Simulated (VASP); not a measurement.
The system is BeS.

```xyz
2
Lattice="0.0000 2.3173 2.2441 2.3173 0.0000 2.2441 2.3173 2.3173 0.0000" Properties=species:S:1:pos:R:3 pbc="T T T"
Be    0.0000    0.0000    0.0000
S     2.3173    2.3173    2.2441
```

The cell was built by a generator and needn't be a form met in nature.

The cell isn't the ideal one: uniaxial_z strain -3.2%.

Base run:

```yaml
Program: VASP 6.6.1
Functional: HSE06
Potentials_or_basis: VASP PAW PBE potentials, release 64 (Be, S)
Cutoff: 520 eV
k_mesh: 6 × 6 × 6
Occupations: gaussian, width 0.01 eV
Spin: no spin polarisation
```

Its results: band gap on the k mesh 1.53 eV, indirect (least direct gap 5.16 eV); pressure 2.0 GPa.

**Question.** The run is repeated on the same cell with these changes: functional from HSE06 to r2SCAN; k mesh from 6 × 6 × 6 to 10 × 10 × 10. What comes out?

**Answer.** Band gap on the k mesh 1.11 eV, indirect (least direct gap 4.55 eV); pressure 3.9 GPa.

Several settings changed at once, so the effect can't be laid on one alone.

Caveats: the PAW data sets were made with another functional, which shifts forces and pressure a little.

A k mesh can miss the band edges.
